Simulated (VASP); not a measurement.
# CdSe: electric field gradients with r2SCAN+rVV10

Crystal: CdSe.

```
Cd Se
1.0
     4.09429    0.00000    0.00000
     0.00000    4.09429    0.00000
     0.00000    0.00000    7.35630
Cd Se
2 2
Direct
  0.00000 0.50000 0.00000
  0.50000 0.00000 0.50000
  0.50000 0.50000 0.25000
  0.50000 0.50000 0.75000
```

The cell was built by a generator and needn't be a form met in nature.

```json
{
  "Program": "VASP 6.6.1",
  "Task": "electric field gradients",
  "Functional": "r2SCAN",
  "Dispersion": "rVV10",
  "Potentials or basis": "VASP PAW PBE potentials, release 64 (Cd, Se)",
  "Cutoff": "520 eV",
  "k mesh": "5 × 5 × 3",
  "Occupations": "fermi-dirac, width 0.05 eV",
  "Spin": "non-collinear spin, zero start",
  "Starting moments": "[[0.0, 0.0, 0.0], [0.0, 0.0, 0.0], [0.0, 0.0, 0.0], [0.0, 0.0, 0.0]] μB",
  "Further INCAR settings": "ALGO = Normal; EDIFF = 1e-08"
}
```

```json
{"Pressure": "-1.8 GPa", "Band gap on the k mesh": "none (metal or under the smearing width)", "Net moment": "0.00 μB per cell", "Valence electrons inside the program's atomic spheres": "Cd 10.21; Se 3.86"}
```

Stress tensor (GPa, compression positive):
```
-1.99  0.00  0.00
 0.00 -1.99  0.00
 0.00  0.00 -1.46
```

Levels at points of the mesh, in eV from the Fermi level:
```
           k point  band 34  band 35  band 36  band 37  band 38  band 39
(0.00, 0.00, 0.00)    -0.82    -0.63    -0.63    -0.63    -0.63     3.10
```

Moments on the atoms (μB; x, y, z):
```
Cd  0.00 0.00 0.00
Cd  0.00 0.00 0.00
Se  0.00 0.00 0.00
Se  0.00 0.00 0.00
```

Electric field gradients, principal values (V/Å²):
```tsv
atom	Vxx	Vyy	Vzz
1 Cd	-100.258	-125.388	225.646
2 Cd	-100.258	-125.388	225.646
3 Se	-5.260	-5.260	10.520
4 Se	-5.260	-5.260	10.520
```

Wall time 14 min on 1 thread of AMD EPYC 9R45 (Zen 5), with other jobs on the host, peak memory 0.79 GiB.

Caveat: the PAW data sets were made with another functional, which shifts forces and pressure a little.
